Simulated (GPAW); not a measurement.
# CdTe (F-43m) in GPAW: a series of runs, part 3 of 3

GPAW 26.7.0. The steps go on from the part before.

## (7) Equation of state, LDA

The input, run.py:

```python
from ase.eos import EquationOfState
from ase.io import Trajectory, read
from ase.units import GPa
from gpaw import GPAW, PW

atoms = read('CdTe.cif')

traj = Trajectory('eos.traj', 'w')
volumes, energies = [], []
for x in [0.94, 0.96, 0.98, 1.0, 1.02, 1.04, 1.06]:
    a = atoms.copy()
    a.set_cell(atoms.cell * x**(1 / 3), scale_atoms=True)
    calc = GPAW(mode=PW(800),
                xc='LDA',
                kpts={'size': (6, 6, 6), 'gamma': True},
                occupations={'name': 'fermi-dirac', 'width': 0.05},
                setups='hgh',
                nbands=-9,
                convergence={'density': 1e-05, 'energy': 1e-05},
                maxiter=150,
                txt=f'eos-{x:.2f}.txt')
    a.calc = calc
    energies.append(a.get_potential_energy(force_consistent=True))
    volumes.append(a.get_volume())
    p = -a.get_stress()[:3].mean() / GPa
    calc.write(f'eos-{x:.2f}.gpw')
    traj.write(a)
    print(f'{x:.2f} {volumes[-1]:10.4f} A^3 {energies[-1]:14.6f} eV {p:9.3f} GPa', flush=True)

v0, e0, B = EquationOfState(volumes, energies, eos='birchmurnaghan').fit()
print(f'V0 = {v0:.4f} A^3, E0 = {e0:.6f} eV, B0 = {B / GPa:.2f} GPa')
```

The input, CdTe.cif:

```cif
data_CdTe
_cell_length_a 4.53255447
_cell_length_b 4.53255447
_cell_length_c 4.53255447
_cell_angle_alpha 60.00000000
_cell_angle_beta 60.00000000
_cell_angle_gamma 60.00000000
_space_group_name_H-M_alt 'P1'
_space_group_name_Hall 'P 1'
_space_group_IT_number 1
loop_
_space_group_symop_operation_xyz
'x,y,z'
loop_
_atom_site_label
_atom_site_type_symbol
_atom_site_symmetry_multiplicity
_atom_site_Wyckoff_symbol
_atom_site_fract_x
_atom_site_fract_y
_atom_site_fract_z
_atom_site_occupancy
Te1 Te 1 a 0.7500000000 0.7500000000 0.7500000000 1
Cd1 Cd 1 a 0.0000000000 0.0000000000 0.0000000000 1
```

Potentials or basis: HGH pseudopotentials, pw.

Run with:

```
$ OMP_NUM_THREADS=1 python run.py
```

The program printed:

```text
__  _  _
 | _ |_)|_||  |
 |__||  | ||/\| - 26.7.0

Input parameters:
  mode=PW(ecut=800.0),
  convergence={'density': 1e-05, 'energy': 1e-05},
  kpts=MonkhorstPack(size=(6, 6, 6), gamma=True),
  maxiter=150,
  nbands=-9,
  occupations=Occupations(name='fermi-dirac', width=0.05),
  setups={'default': 'hgh'},
  xc=XC(name='LDA')

Diagonalizing LCAO Hamiltonian
Converting LCAO to pw mode

                          Te

       Cd

Atoms  # Å, Bohr magnetons
|   | symbol |        x |        y |        z |    initial magnetic moments |
|---|--------|----------|----------|----------|-----------------------------|
| 0 |     Te | 6.660041 | 3.845177 | 2.718950 | ( 0.0000,  0.0000,  0.0000) |
| 1 |     Cd | 0.000000 | 0.000000 | 0.000000 | ( 0.0000,  0.0000,  0.0000) |

Unit cell  # Å
| periodic |        x |        y |        z |  lengths |    angles |
|----------|----------|----------|----------|----------|-----------|
|      yes | 4.440027 | 0.000000 | 0.000000 | 4.440027 | 60.000000 |
|      yes | 2.220014 | 3.845177 | 0.000000 | 4.440027 | 60.000000 |
|      yes | 2.220014 | 1.281726 | 3.625267 | 4.440027 | 60.000000 |

Number of symmetries: 24
Symmetry operations  # r_c * U_cc + t_c -> r_c
|    | kind |            matrix            |
|----|------|------------------------------|
|  0 |  E   |  1, 0, 0,  0, 1, 0,  0, 0, 1 |
|  1 |  σ   |  1, 0, 0,  0, 0, 1,  0, 1, 0 |
|  2 |  σ   |  1, 0,-1,  0, 1,-1,  0, 0,-1 |
|  3 |  C3  |  1, 0,-1,  0, 0,-1,  0, 1,-1 |
|  4 |  C3  |  1,-1, 0,  0,-1, 1,  0,-1, 0 |
|  5 |  σ   |  1,-1, 0,  0,-1, 0,  0,-1, 1 |
|  6 |  σ   |  0, 1, 0,  1, 0, 0,  0, 0, 1 |
|  7 |  C3  |  0, 1, 0,  0, 0, 1,  1, 0, 0 |
|  8 |  C2  |  0, 1,-1,  1, 0,-1,  0, 0,-1 |
|  9 |  S4  |  0, 1,-1,  0, 0,-1,  1, 0,-1 |
| 10 |  C3  |  0, 0, 1,  1, 0, 0,  0, 1, 0 |
| 11 |  σ   |  0, 0, 1,  0, 1, 0,  1, 0, 0 |
| 12 |  S4  |  0, 0,-1,  1, 0,-1,  0, 1,-1 |
| 13 |  C3  |  0, 0,-1,  0, 1,-1,  1, 0,-1 |
| 14 |  S4  |  0,-1, 1,  1,-1, 0,  0,-1, 0 |
| 15 |  C2  |  0,-1, 1,  0,-1, 0,  1,-1, 0 |
| 16 |  C3  |  0,-1, 0,  1,-1, 0,  0,-1, 1 |
| 17 |  S4  |  0,-1, 0,  0,-1, 1,  1,-1, 0 |
| 18 |  S4  | -1, 1, 0, -1, 0, 1, -1, 0, 0 |
| 19 |  C3  | -1, 1, 0, -1, 0, 0, -1, 0, 1 |
| 20 |  C3  | -1, 0, 1, -1, 1, 0, -1, 0, 0 |
| 21 |  S4  | -1, 0, 1, -1, 0, 0, -1, 1, 0 |
| 22 |  σ   | -1, 0, 0, -1, 1, 0, -1, 0, 1 |
| 23 |  C2  | -1, 0, 0, -1, 0, 1, -1, 1, 0 |

BZ-sampling:
  Number of BZ points: 216
  Number of IBZ points: 16

  Monkhorst-Pack size: [6, 6, 6]
  Monkhorst-Pack shift: [0.08333333333333333, 0.08333333333333333, 0.08333333333333333]

K-points  # in reciprocal-cell coordinates
[... 62 lines left out ...]
      Local part coeffs: -1.79684
      Projectors:
          l=0, rc=0.82847
          l=1, rc=0.97287
          l=2, rc=1.24095
      Diagonal coefficients of nonlocal parts:
          l=0:  1.48529, -0.42475, -0.40799
          l=1:  0.46921, -0.44811
          l=2:  0.06541

    LCAO basis set for Cd:
      Name: atompaw.sz
      This basis set was not loaded from a file
      Number of radial functions: 1
      Number of spherical harmonics: 1
        l=0, rc=8.9500 Bohr: 1s e=-0.217 f=2.000
      Number of RI-basis functions 0

Reference energy: 0.000000  # eV

eigensolver:
  PPCG
  Converge bands: occupied
  niter=2

density mixing:
  MSR1-Mixer
  Pratt-step length: 0.05
  Maximum mixing coefficient: 0.75
  Old densities: 10
  SVD Regularization: 0.005
  Good broyden scale: 1.0
  Trust region scale: 1.0
  Backstep threshold: 4.0
  History deletion threshold: 6.0
  Fourier metric: weight=20.0, sigma=0.015

occupation numbers:
  Fermi-Dirac:
    width: 0.0500  # eV

poisson solver:
  ecut: 6400.0  # eV

xc functional:
  name: None

convergence criteria:
- Maximum integral of absolute [dens]ity change: 1e-05 electrons / valence electron
- Maximum [total energy] change in last 3 cyles: 1e-05 eV / valence electron
- Maximum integral of absolute [eigenst]ate change: 4e-08 eV^2 / valence electron
maximum number of iterations: 150

SCF iterations
|iter     | |      energy | eigst |  dens |
|---------|-|-------------|-------|-------|
|iter:   1| | -254.100701 | +0.02 |       |
|iter:   2| | -254.091054 | -2.17 | -0.97 |
|iter:   3| | -254.012180 | -2.17 | -1.00 |
|iter:   4| | -254.012620 | -3.79 | -1.63 |
|iter:   5| | -254.012875 | -4.87 | -2.11 |
|iter:   6| | -254.012886 | -6.68 | -2.90 |
|iter:   7| | -254.012886c| -7.92c| -3.69 |
|iter:   8| | -254.012886c| -8.45c| -4.47 |
|iter:   9| | -254.012886c| -9.26c| -5.57c|

Converged in 9 steps
Energy contributions relative to reference atoms: (reference = 0.000000)

Energy contributions:
  Kinetic:          82.848042
  Coulomb:        -298.169033
  Zero:             22.901128
  External:          0.000000
  Xc:              -61.593023
  Entropy:          -0.000000
  Spinorbit:         0.000000
  ----------------------------
  Free energy:    -254.012886
  Extrapolated:   -254.012886

dipole moment: (-2.581802, -1.490604, -1.054016)  # |e|*Ang

Fermi level: 2.346
Eigenvalues  # (at kpt = [0.000, 0.000, 0.000])
| band index |      eig [eV] | occ [0-2] |
|------------|---------------|-----------|
|          0 |        -9.840 |     2.000 |
|          1 |         1.583 |     2.000 |
|          2 |         1.583 |     2.000 |
|          3 |         1.583 |     2.000 |
|          4 |         3.051 |     0.000 |
|          5 |         6.484 |     0.000 |
|          6 |         6.484 |     0.000 |
|          7 |         6.484 |     0.000 |
|          8 |         9.684 |     0.000 |
|          9 |        11.289 |     0.000 |
|         10 |        11.289 |     0.000 |
|         11 |        12.419 |     0.000 |
|         12 |        12.419 |     0.000 |

Gap: 1.469 eV
Transition (v -> c):
  (s=0, k=0, n=3, [0.00, 0.00, 0.00]) -> (s=0, k=0, n=4, [0.00, 0.00, 0.00])
No difference between direct/indirect transitions

Stress tensor  # eV/Ang^3
|        x |         y |         z |
|----------|-----------|-----------|
| 0.030104 |  0.000000 |  0.000000 |
| 0.000000 |  0.030104 | -0.000000 |
| 0.000000 | -0.000000 |  0.030104 |

# Writing to eos-0.94.gpw (mode='')
```

eos-0.96.txt:

```text
SCF iterations
|iter     | |      energy | eigst |  dens |
|---------|-|-------------|-------|-------|
|iter:   1| | -254.059981 | -0.00 |       |
|iter:   2| | -254.049868 | -2.18 | -0.97 |
|iter:   3| | -253.969721 | -2.20 | -1.00 |
|iter:   4| | -253.970218 | -3.79 | -1.63 |
|iter:   5| | -253.970471 | -4.90 | -2.12 |
|iter:   6| | -253.970484 | -6.68 | -2.88 |
|iter:   7| | -253.970484c| -7.94c| -3.70 |
[... 39 lines left out ...]
Transition (v -> c):
  (s=0, k=0, n=3, [0.00, 0.00, 0.00]) -> (s=0, k=0, n=4, [0.00, 0.00, 0.00])
No difference between direct/indirect transitions

Stress tensor  # eV/Ang^3
|         x |         y |         z |
|-----------|-----------|-----------|
|  0.034240 | -0.000000 | -0.000000 |
| -0.000000 |  0.034240 | -0.000000 |
| -0.000000 | -0.000000 |  0.034240 |

# Writing to eos-0.96.gpw (mode='')
```

Wall time 84 s (1 thread of Arm Neoverse V1, shared host); peak memory 0.22 GiB.

What came out:

| Property | Result |
| --- | --- |
| Equilibrium volume | outside the volumes run |

Energy against volume, from the lowest point:
```
volume (Å³/atom)  energy (meV/atom)
          30.947               0.00
          31.605              21.20
          32.263              44.94
          32.922              70.89
          33.580              98.74
          34.239             128.24
          34.897             159.14
```

Caveat: HGH potentials are hard and often keep d shells in the core, so these values are rough.

## (8) Summary

```csv
task,level,potentials or basis,spin,band path,band points,data set,eigensolver,spin axis theta (degrees),gap on the mesh (eV),pressure (GPa)
band structure,PBE,"GPAW PAW data sets (gpaw-data 1.2.1), other valence, pw",off,"GXWKGLUWLK,UX",80,Te 16,-,-,0.88,3.1
equation of state,LDA,"the program's PAW data sets (release 1.2.1) made for this functional, other valence, pw",off,-,-,Te 16,-,-,-,-
band structure,TPSS,"GPAW PAW data sets (gpaw-data 1.2.1), pw","SOC, no magnetisation","GXWKGLUWLK,UX",60,-,davidson,0,0.77,3.3
equation of state,rSCAN,"GPAW PAW data sets (gpaw-data 1.2.1), pw",off,-,-,-,-,-,-,-
band structure,BEEF-vdW,"GPAW PAW data sets (gpaw-data 1.2.1), pw","SOC, no magnetisation","GXWKGLUWLK,UX",60,-,-,0,0.67,-
```

Alike in all rows: cell as given; k mesh 6 × 6 × 6; cutoff (eV) 600; smearing fermi-dirac 0.05 eV.

Caveats: the PAW data sets were made with another functional, which shifts forces and pressure a little (some runs); spin-orbit coupling was added after a scalar SCF, so levels and gaps hold it while energy, forces, pressure and moments don't (some runs); this program's spin-orbit splittings come out too wide for heavy elements (some runs); spin-orbit coupling is left out, which moves the levels of the heavy elements (some runs); the minimum lies outside the volumes run (some runs).

Total energies depend on the potentials used, so only differences within one code and one set of settings carry meaning.

## (9) How close it comes

Step 2. Measured gap of CdTe: 1.607 eV (0 K; a printed reference work, data compilation). This calculation gives 0.88 eV (-0.72 eV). Spin-orbit coupling on Cd, Te is left out. The value is that of PBE, without temperature or zero-point motion. Semilocal functionals fall short of measured gaps as a rule.

Step 3. Measured bulk modulus of CdTe: 42 GPa (powder; quoted in “Multiscale insight into the Cd1-xZnxTe vibrational-mechanical properties -- High-pressure experiments and ab initio calculations”, 2023, arxiv:2306.14539). This calculation gives 47 GPa (+12.8 %). The fit is for a static lattice scaled at fixed shape and fixed fractional positions.

Step 4. A measured gap of CdTe is 1.607 eV (0 K; a printed reference work, data compilation); the calculated 0.77 eV misses it by -0.84 eV. The value is that of TPSS, without temperature or zero-point motion.

Step 6. Against the measured gap of CdTe, 1.607 eV (0 K; a printed reference work, data compilation), the calculated 0.67 eV is off by -0.94 eV. The value is that of BEEF-vdW, without temperature or zero-point motion.
